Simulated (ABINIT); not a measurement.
# B (Pmmn) in ABINIT: convergence with nband

Aim: find how far nband must go before the results for B settle, at PBE. This setting moves, with any that are tied to it; all else stays.

All numbers are computed with ABINIT 10.8.3 (patched build); they aren't measurements. Logs are shortened: lines on timing, memory, paths and dates and some standing lists are left out, and cuts for length are marked. The log counts tension as positive stress, the text compression.

## 1. The crystal as given

Symmetry: Pmmn, No. 59, orthorhombic system. The conventional cell has a = 1.625 Å, b = 2.866 Å, c = 3.914 Å, α = 90.00°, β = 90.00°, γ = 90.00°. Around B (site symmetry mm2) lie 6 B at 1.62 to 1.86 Å.

The cell was built by a generator and needn't be a form met in nature.

## 2. With nband 4

run.abi

```
# Pseudopotentials
pp_dirpath "./"
pseudos "B.upf"

# Structure
acell 3*1.0 Angstrom
rprim
     1.6245600000     0.0000000000     0.0000000000
     0.0000000000     2.8661500000     0.0000000000
     0.0000000000     0.0000000000     3.9144000000
ntypat 1
znucl 5
natom 2
typat 1 1
xred
     0.0000000000     0.5000000000     0.6092600000
     0.5000000000     0.0000000000     0.3907400000
chkprim 0
chksymtnons 0
tolsym 1.0e-6

# Plane-wave basis
ecut 1034.032677 eV

# k points
kptopt 1
ngkpt 16 9 7
nshiftk 1
shiftk 0.0 0.0 0.0

# Exchange and correlation
ixc 11

# Bands and occupations
nband 4
occopt 7
tsmear 0.05 eV

# SCF cycle
nstep 100
tolvrs 1.0e-10

# Output
iomode 3
prtwf 0
prtden 0
prteig 0
prtebands 0
enunit 1
```

Potentials or basis: PseudoDojo NC SR PBE v0.4 stringent.

Command:

```bash
abinit run.abi > log 2>&1
```

It took 36 s on 1 thread of AMD EPYC, shared host; peak memory 0.08 GiB.

It converged, with:

```yaml
Free_energy: -159.0855 eV
Pressure: 0.0 GPa
Largest_force: 0.039 eV/Å
Band_gap_on_the_k_mesh: none (metal or under the smearing width)
Valence_electrons_inside_the_program's_atomic_spheres: B 2.89 (radii [1.0584] Å)
```

## 3. With nband 5

Edit run.abi of step 2 so:

```diff
@@ -34,3 +34,3 @@
 # Bands and occupations
-nband 4
+nband 5
 occopt 7
```

Potentials or basis: PseudoDojo NC SR PBE v0.4 stringent.

Command:

```bash
abinit run.abi > log 2>&1
```

Run time: 47 s. Hardware: 1 thread of AMD EPYC, shared host; peak memory 0.08 GiB.

The run converged. Its results:

| Quantity | Value |
| --- | --- |
| Free energy | -159.0855 eV |
| Pressure | 0.0 GPa |
| Largest force | 0.039 eV/Å |
| Band gap on the k mesh | none (metal or under the smearing width) |
| Valence electrons inside the program's atomic spheres | B 2.89 (radii [1.0584] Å) |

## 4. With nband 6

Edit run.abi of step 3 so:

```diff
@@ -34,3 +34,3 @@
 # Bands and occupations
-nband 5
+nband 6
 occopt 7
```

Command:

```bash
abinit run.abi > log 2>&1
```

It took 44 s on 1 thread of AMD EPYC, shared host; peak memory 0.08 GiB.

The run converged. Its results:

| Item | Value |
| --- | --- |
| Free energy | -159.0855 eV |
| Pressure | 0.0 GPa |
| Largest force | 0.039 eV/Å |
| Band gap on the k mesh | none (metal or under the smearing width) |
| Valence electrons inside the program's atomic spheres | B 2.89 (radii [1.0584] Å) |

## 5. With nband 7

Edit run.abi of step 4 so:

```diff
@@ -34,3 +34,3 @@
 # Bands and occupations
-nband 6
+nband 7
 occopt 7
```

Command:

```bash
abinit run.abi > log 2>&1
```

It took 52 s on 1 thread of AMD EPYC, shared host; peak memory 0.09 GiB.

It converged, with:

| Property | Result |
| --- | --- |
| Free energy | -159.0855 eV |
| Pressure | 0.0 GPa |
| Largest force | 0.039 eV/Å |
| Band gap on the k mesh | none (metal or under the smearing width) |
| Valence electrons inside the program's atomic spheres | B 2.89 (radii [1.0584] Å) |

## 6. With nband 8

Edit run.abi of step 5 so:

```diff
@@ -34,3 +34,3 @@
 # Bands and occupations
-nband 7
+nband 8
 occopt 7
```

Potentials or basis: PseudoDojo NC SR PBE v0.4 stringent.

Command:

```bash
abinit run.abi > log 2>&1
```

It took 60 s on 1 thread of AMD EPYC, shared host; peak memory 0.09 GiB.

The run converged. Its results:

- Free energy: -159.0855 eV
- Pressure: 0.0 GPa
- Largest force: 0.039 eV/Å
- Band gap on the k mesh: none (metal or under the smearing width)
- Valence electrons inside the program's atomic spheres: B 2.89 (radii [1.0584] Å)

## 7. With nband 11

Edit run.abi of step 6 so:

```diff
@@ -34,3 +34,3 @@
 # Bands and occupations
-nband 8
+nband 11
 occopt 7
```

Command:

```bash
abinit run.abi > log 2>&1
```

Run time: 83 s. Hardware: 1 thread of AMD EPYC, shared host; peak memory 0.1 GiB.

The run converged. Its results:

```
Free energy                                           : -159.0855 eV
Pressure                                              : 0.0 GPa
Largest force                                         : 0.039 eV/Å
Band gap on the k mesh                                : none (metal or under the smearing width)
Valence electrons inside the program's atomic spheres : B 2.89 (radii [1.0584] Å)
```

## 8. With nband 17

Edit run.abi of step 7 so:

```diff
@@ -34,3 +34,3 @@
 # Bands and occupations
-nband 11
+nband 17
 occopt 7
```

Potentials or basis: PseudoDojo NC SR PBE v0.4 stringent.

Command:

```bash
abinit run.abi > log 2>&1
```

run.abo:

```text
.Version 10.8.3 of ABINIT
 Symmetries : space group Pm m n (# 59); Bravais oP (primitive ortho.)
================================================================================
 Values of the parameters that define the memory need of the present run
     intxc =       0    ionmov =       0      iscf =       7    lmnmax =       4
     lnmax =       4     mgfft =      45  mpssoang =       2    mqgrid =    3001
     natom =       2  nloc_mem =       1    nspden =       1   nspinor =       1
    nsppol =       1      nsym =       8    n1xccc =    2501    ntypat =       1
    occopt =       7   xclevel =       2
       mpw =        1397          nfft =       25920          nkpt =         180
================================================================================
================================================================================

--------------------------------------------------------------------------------
------------- Echo of variables that govern the present computation ------------
--------------------------------------------------------------------------------
 -outvars: echo values of preprocessed input variables --------
            acell      1.8897261259E+00  1.8897261259E+00  1.8897261259E+00 Bohr
              amu      1.08110000E+01
          chkprim           0
      chksymtnons           0
             ecut      3.80000000E+01 Hartree
           enunit           1
                       outvar_i_n : Printing only first  50 k-points.
              ixc          11
                       outvar_i_n : Printing only first  50 k-points.
         kptrlatt       16    0    0      0    9    0      0    0    7
          kptrlen      4.87461468E+01
            natom           2
            nband          17
            ngfft          18      32      45
             nkpt         180
            nstep         100
             nsym           8
           ntypat           1
                       prtocc : prtvol=0, do not print more k-points.
           occopt           7
           prtden           0
        prtebands           0
           prteig           0
            prtwf           0
            rprim      1.6245600000E+00  0.0000000000E+00  0.0000000000E+00
                       0.0000000000E+00  2.8661500000E+00  0.0000000000E+00
                       0.0000000000E+00  0.0000000000E+00  3.9144000000E+00
          spgroup          59
           tolsym      1.00000000E-06
           tolvrs      1.00000000E-10
           tsmear      1.83746611E-03 Hartree
            typat      1  1
                       outvars : Printing only first  50 k-points.
           xangst      0.0000000000E+00  1.4330750000E+00  2.3848873440E+00
                       8.1228000000E-01  0.0000000000E+00  1.5295126560E+00
            xcart      0.0000000000E+00  2.7081192679E+00  4.5067839213E+00
                       1.5349867376E+00  0.0000000000E+00  2.8903600259E+00
             xred      0.0000000000E+00  5.0000000000E-01  6.0926000000E-01
                       5.0000000000E-01  0.0000000000E+00  3.9074000000E-01
            znucl        5.00000

================================================================================

 chkinp: Checking input parameters for consistency.

[... 83 lines left out ...]
force_length_stats: {min:   7.53858497E-04, max:   7.53858497E-04, mean:   7.53858497E-04, }
...

 Integrated electronic density in atomic spheres:
 ------------------------------------------------
 Atom  Sphere_radius  Integrated_density
    1        2.00000          2.88945632
    2        2.00000          2.88945632
================================================================================

 ----iterations are completed or convergence reached----

 Mean square residual over all n,k,spin=   59.864E-08; max=  17.654E-05
 reduced coordinates (array xred) for    2 atoms
       0.000000000000      0.500000000000      0.609260000000
       0.500000000000      0.000000000000      0.390740000000
 rms dE/dt=  3.2195E-03; max dE/dt=  5.5764E-03; dE/dt below (all hartree)
    1       0.000000000000      0.000000000000      0.005576399819
    2       0.000000000000      0.000000000000     -0.005576399819

 cartesian coordinates (angstrom) at end:
    1      0.00000000000000     1.43307500000000     2.38488734400000
    2      0.81228000000000     0.00000000000000     1.52951265600000

 cartesian forces (hartree/bohr) at end:
    1     -0.00000000000000    -0.00000000000000    -0.00075385849711
    2     -0.00000000000000    -0.00000000000000     0.00075385849711
 frms,max,avg= 4.3524041E-04 7.5385850E-04   0.000E+00  0.000E+00  0.000E+00 h/b

 cartesian forces (eV/Angstrom) at end:
    1     -0.00000000000000    -0.00000000000000    -0.03876496253233
    2     -0.00000000000000    -0.00000000000000     0.03876496253233
 frms,max,avg= 2.2380962E-02 3.8764963E-02   0.000E+00  0.000E+00  0.000E+00 e/A
 length scales=  1.889726125908  1.889726125908  1.889726125908 bohr
              =  1.000000000000  1.000000000000  1.000000000000 angstroms
 Fermi (or HOMO) energy (eV) =   5.38358   Average Vxc (eV)= -10.34680
 Eigenvalues (   eV  ) for nkpt= 180  k points:
 kpt#   1, nband= 17, wtk=  0.00099, kpt=  0.0000  0.0000  0.0000 (reduced coord)
 -10.75430   -0.47861    0.05273    2.97855    8.34768   13.65346   16.81325   21.65011
  23.77356   27.41365   30.01202   32.47439   32.52342   39.73617   39.83922   46.90262
  48.72800
 prteigrs : prtvol=0 or 1, do not print more k-points.

--- !EnergyTerms
iteration_state     : {dtset: 1, }
comment             : Components of total free energy in Hartree
kinetic             :  4.07050514608747E+00
hartree             :  1.30289338133328E+00
xc                  : -2.43247427351768E+00
Ewald energy        : -4.89660355785719E+00
psp_core            :  3.30586686682433E-01
local_psp           : -4.28416169796271E+00
non_local_psp       :  6.29857916993800E-02
internal            : -5.84626852353501E+00
'-kT*entropy'       : -1.53412874292765E-05
total_energy        : -5.84628386482244E+00
total_energy_eV     : -1.59085488349330E+02
band_energy         : -4.17730018438122E-01
...

 Cartesian components of stress tensor (hartree/bohr^3)
  sigma(1 1)=  4.41417288E-05  sigma(3 2)=  0.00000000E+00
  sigma(2 2)= -6.65224673E-05  sigma(3 1)=  0.00000000E+00
  sigma(3 3)=  2.71838239E-05  sigma(2 1)=  0.00000000E+00

-Cartesian components of stress tensor (GPa)         [Pressure= -4.7104E-02 GPa]
- sigma(1 1)=  1.29869450E+00  sigma(3 2)=  0.00000000E+00
- sigma(2 2)= -1.95715856E+00  sigma(3 1)=  0.00000000E+00
- sigma(3 3)=  7.99775711E-01  sigma(2 1)=  0.00000000E+00

== END DATASET(S) ==============================================================
================================================================================

 -outvars: echo values of variables after computation  --------
            acell      1.8897261259E+00  1.8897261259E+00  1.8897261259E+00 Bohr
           etotal     -5.8462838648E+00
            fcart     -0.0000000000E+00 -0.0000000000E+00 -7.5385849711E-04
                      -0.0000000000E+00 -0.0000000000E+00  7.5385849711E-04
            rprim      1.6245600000E+00  0.0000000000E+00  0.0000000000E+00
                       0.0000000000E+00  2.8661500000E+00  0.0000000000E+00
                       0.0000000000E+00  0.0000000000E+00  3.9144000000E+00
           strten      4.4141728766E-05 -6.6522467252E-05  2.7183823880E-05
                       0.0000000000E+00  0.0000000000E+00  0.0000000000E+00
           xangst      0.0000000000E+00  1.4330750000E+00  2.3848873440E+00
                       8.1228000000E-01  0.0000000000E+00  1.5295126560E+00
             xred      0.0000000000E+00  5.0000000000E-01  6.0926000000E-01
                       5.0000000000E-01  0.0000000000E+00  3.9074000000E-01
 Calculation completed.
```

It took 2.7 min on 1 thread of AMD EPYC, shared host; peak memory 0.12 GiB.

What came out:

```
Free energy                                           : -159.0855 eV
Pressure                                              : 0.0 GPa
Largest force                                         : 0.039 eV/Å
Band gap on the k mesh                                : none (metal or under the smearing width)
Valence electrons inside the program's atomic spheres : B 2.89 (radii [1.0584] Å)
```

## 9. Result

```csv
nband,"energy less the tightest run, at zero smearing (meV/atom)",SCF cycles,CPU time (s),peak memory (GiB)
4,0.00,8,36,0.08
5,0.00,8,47,0.08
6,0.00,8,44,0.08
7,0.00,8,51,0.09
8,0.00,8,60,0.09
11,0.00,8,82,0.1
17,0.00,8,160,0.12
```

Against the tightest run, the energy stays within 1 meV/atom from 4 on. The tightest run that finished is the yardstick and may itself not be fully converged.

Caveats: this functional lacks dispersion, which binds the layers, so the pressure and a relaxed spacing across them are unreliable.
